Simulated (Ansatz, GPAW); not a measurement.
This is a calculation of TiC for Ansatz 0.2.0. The cell is a database's computed one, not the measured one.

File input.yaml:

```yaml
crystal:
  lattice:
    - [0.0, 2.1657188437, 2.1657188437]
    - [2.1657188437, 0.0, 2.1657188437]
    - [2.1657188437, 2.1657188437, 0.0]
  atoms:
    - { symbol: Ti, position: [0.0, 0.0, 0.0] }
    - { symbol: C, position: [0.5, 0.5, 0.5] }
kpoints:
  mp_grid: { grid: [11, 11, 11] }
scf:
  occupations: { method: gaussian, width: 0.024 }
hamiltonian:
  xc: pbe
  pseudopotentials: { kind: all_electron, lapw: { basis_error: 0.001 } }
output:
  forces: true
  stress: true
  eigenvalues: true
```

Potentials or basis: all-electron LAPW, scalar-relativistic.

Run with:

```sh
$ ansatz run input.yaml --threads 1 --pin off --max-ram 3072MiB --backend cpu --events-out ev --progress --plain --runs-dir out
```

Q: Set up the same calculation for GPAW 26.7.0 (ASE script). Potentials or basis there: GPAW PAW data sets (gpaw-data 1.2.1), cutoff 800 eV.

A: As run (cutoffs and basis follow the program's own potentials, and thresholds, step limits or extra output files can differ):

run.py

```python
from ase import Atoms
from ase.dft.bandgap import bandgap
from ase.io import write
from ase.units import Bohr, GPa
from gpaw import GPAW, PW
from gpaw.elf import elf_from_dft_calculation

atoms = Atoms(['Ti', 'C'],
              cell=[[0.0, 2.1657188437, 2.1657188437],
                    [2.1657188437, 0.0, 2.1657188437],
                    [2.1657188437, 2.1657188437, 0.0]],
              scaled_positions=[[0.0, 0.0, 0.0],
                                [0.5, 0.5, 0.5]],
              pbc=True)

calc = GPAW(mode=PW(800),
            xc='PBE',
            kpts={'size': (11, 11, 11), 'gamma': True},
            occupations={'name': 'methfessel-paxton', 'order': 0, 'width': 0.024},
            nbands=18,
            convergence={'density': 1e-05, 'energy': 1e-05},
            maxiter=150,
            txt='gpaw.txt')
atoms.calc = calc
energy = atoms.get_potential_energy()
forces = atoms.get_forces()
stress = atoms.get_stress()
calc.write('gs.gpw')
write('result.traj', atoms)
print(f'Energy: {energy:.6f} eV')
print('Forces (eV/A):')
print(forces.round(4))
print('Stress (GPa):', (stress / GPa).round(3))
print('Fermi level:', round(calc.get_fermi_level(), 4), 'eV')
print(f'Gap: {bandgap(calc)[0]:.4f} eV, direct: {bandgap(calc, direct=True)[0]:.4f} eV')

# fields on the real-space grid
write('density.cube', atoms, data=calc.get_pseudo_density() * Bohr**3)
write('potential.cube', atoms, data=calc.get_electrostatic_potential())
write('elf.cube', atoms, data=elf_from_dft_calculation(calc).data)
```

Potentials or basis: GPAW PAW data sets (gpaw-data 1.2.1), pw.

Command:

```sh
$ OMP_NUM_THREADS=1 python run.py
```

Both were run:

|  | Ansatz | GPAW |
| --- | --- | --- |
| Pressure | 0.2 GPa | 0.9 GPa |

Where Ansatz's input types no cutoff or centring, it takes its own default and a Γ-centred mesh.

Pressure is positive in compression.
